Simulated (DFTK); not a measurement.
CdTe:

```xyz
2
Lattice="0.0000 3.2050 3.2050 3.2050 0.0000 3.2050 3.2050 3.2050 0.0000" Properties=species:S:1:pos:R:3 pbc="T T T"
Te    4.8075    4.8075    4.8075
Cd    0.0000    0.0000    0.0000
```

Base run:

- Program: DFTK 0.8.2
- Functional: BJ06
- Potentials or basis: SG15 1.2 (PBE)
- Cutoff: 1225 eV
- k mesh: 6 × 6 × 6
- Occupations: fermi-dirac, width 0.05 eV
- Spin: no spin polarisation

Its results: band gap on the k mesh 1.24 eV, direct.

**Question.** After a change of settings the same cell gave: band gap on the k mesh 0.78 eV, direct. Which change was it?
A. potentials or basis from SG15 1.2 (PBE) to cp2k.nc.sr.pbe.v0_1.largecore.gth (PBE, GTH); cutoff from 1225 eV to 2068 eV; k mesh from 6 × 6 × 6 to 4 × 4 × 4; valence electrons from 36 to 18
B. functional from BJ06 to r2SCAN
C. functional from BJ06 to TASK; k mesh from 6 × 6 × 6 to 4 × 4 × 4
D. functional from BJ06 to PBEsol

**Answer.** D.

Caveats: spin-orbit coupling is left out, which moves the levels of the heavy elements; the program leaves the constant c of mgga_x_tb09 at 1, so the potential is Becke-Johnson's (BJ06) and not Tran and Blaha's, with levels but no total energy (some runs).

Not every run made on this cell is shown here.
